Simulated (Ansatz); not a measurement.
**Energy landscape near a Mo structure**

Computed with DFT PBE, scalar-relativistic, plane waves, PAW in Ansatz.

Settings: cutoff 420 eV, Γ-centred mesh 18×18×18 on the computed 1-atom cell, Gaussian smearing of 0.10 eV; no spin polarisation.

Reference cell:

```
Mo
1.0
     0.00000    2.01500    2.01500
     2.01500    0.00000    2.01500
     2.01500    2.01500    0.00000
Mo
1
Direct
  0.00000 0.00000 0.00000
```

Each variant moves atoms of this cell by the vectors given, if any (Å), and then applies a symmetric strain (tensor components, Cartesian axes). The reference cell isn't relaxed at this level. Energies are per atom at zero smearing, counted from the lowest variant. Pressure is positive in compression.

1. strain (xx yy zz yz xz xy, %) 2.44 2.44 2.44 0.00 0.00 0.00
2. strain (xx yy zz yz xz xy, %) -0.77 -0.77 -0.77 0.00 0.00 0.00
3. strain (xx yy zz yz xz xy, %) 4.34 4.34 4.34 0.00 0.00 0.00
4. strain (xx yy zz yz xz xy, %) 3.21 3.21 3.21 0.00 0.00 0.00
5. strain (xx yy zz yz xz xy, %) -2.80 -2.80 -2.80 0.00 0.00 0.00
6. strain (xx yy zz yz xz xy, %) 4.74 4.74 4.74 0.00 0.00 0.00

(1) Order the variants by energy, lowest first.

(2) Order them by pressure, highest first.

Results:

(1) 2 (0.0 meV/atom), 5 (51.6 meV/atom), 1 (97.8 meV/atom), 4 (148.4 meV/atom), 3 (238.0 meV/atom), 6 (273.3 meV/atom).

(2) 5 (17.50 GPa), 2 (0.59 GPa), 1 (-18.39 GPa), 4 (-21.77 GPa), 3 (-26.03 GPa), 6 (-27.34 GPa).

This fcc form isn't the element's structure at ambient conditions.